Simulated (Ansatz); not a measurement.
# Formation energy of rocksalt-structured SnTe

The computed numbers are results of PBEsol, scalar-relativistic (no spin polarisation) in the plane-wave PAW code Ansatz at 420 eV, 8×8×8 k-mesh, Gaussian smearing of 0.05 eV; PAW files: Ansatz's generated set soft_2.

The start was a prototype's sites filled with these elements; the Crystallography Open Database holds the compound in this structure.

Symmetry: Fm-3m, No. 225, cubic system. Conventional cell: a = 6.288 Å, b = 6.288 Å, c = 6.288 Å, α = 90.00°, β = 90.00°, γ = 90.00°. Sn (site symmetry m-3m) has 6 Te at 3.14 Å as nearest neighbours. Te (site symmetry m-3m) is surrounded by 6 Sn at 3.14 Å. (Shells end 15 % past the nearest neighbour.)

The elements were computed in their standard states with the same datasets, cutoff and functional. Tin is taken as white (β) tin. Absolute energies hang on the potentials; compare differences alone.

Energy of the relaxed cell (2 atoms, smearing extrapolated to zero): -12851.848 eV. Elements, in eV/atom: Sn -5949.783, Te -6901.513.

Problem. What is the formation energy?

Solution. [-12851.848 − (1 × -5949.783 + 1 × -6901.513)] / 2 = -0.28 eV/atom, or -27 kJ per mole of atoms.

The value is for 0 K, without zero-point energy. A negative value shows stability against the elements alone, not against other compounds or structures.

For elements this heavy, spin–orbit coupling would shift levels and gaps; it isn't included here. Spin–orbit coupling shifts the heavy anion's p levels by more than this gap and may close it.
